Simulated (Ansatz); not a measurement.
Au, one cell by several methods

```
CELL_PARAMETERS angstrom
2.90000 0.00000 0.00000
-1.45000 2.51147 0.00000
0.00000 0.00000 4.88000
ATOMIC_POSITIONS crystal
Au 0.33333 0.66667 0.75000
Au 0.66667 0.33333 0.25000
```

Atom numbers follow the list: Au1, Au2.

The cell is COD entry 1545302, as deposited and not checked against the literature; nothing was relaxed.

No spin–orbit coupling, which matters for the heavy atoms here.

Levels of theory: DFT, PBE, PAW with Ansatz's default frozen-core files, scalar-relativistic (Ansatz 0.2.0); DFT, PBE, all-electron LAPW, scalar-relativistic (Ansatz 0.2.0).

For PAW: a Γ-centred 14×14×8 k mesh, Fermi–Dirac smearing of 0.03 eV, cutoff 420 eV, no spin polarisation. LAPW targets a basis error of 0.5 meV/atom. The Ansatz runs share mesh, smearing and spin set-up. Plane-wave (PAW) pressures include the program's estimate of the Pulay term.

Stress and pressure are positive in compression.

Levels count from the Fermi level.

| quantity | PAW | LAPW |
| --- | --- | --- |
| pressure (GPa) | 2.00 | 1.98 |
| stress xx (GPa) | 2.22 | 2.20 |
| stress zz (GPa) | 1.54 | 1.54 |
| highest filled level at H (eV) | -2.096 | -2.096 |
| lowest empty level at H (eV) | 4.108 | 4.106 |
| highest filled level at Γ (eV) | -0.975 | -0.974 |
| lowest empty level at Γ (eV) | 2.470 | 2.468 |
| highest filled level at M (eV) | -1.673 | -1.672 |
| lowest empty level at M (eV) | 0.375 | 0.375 |
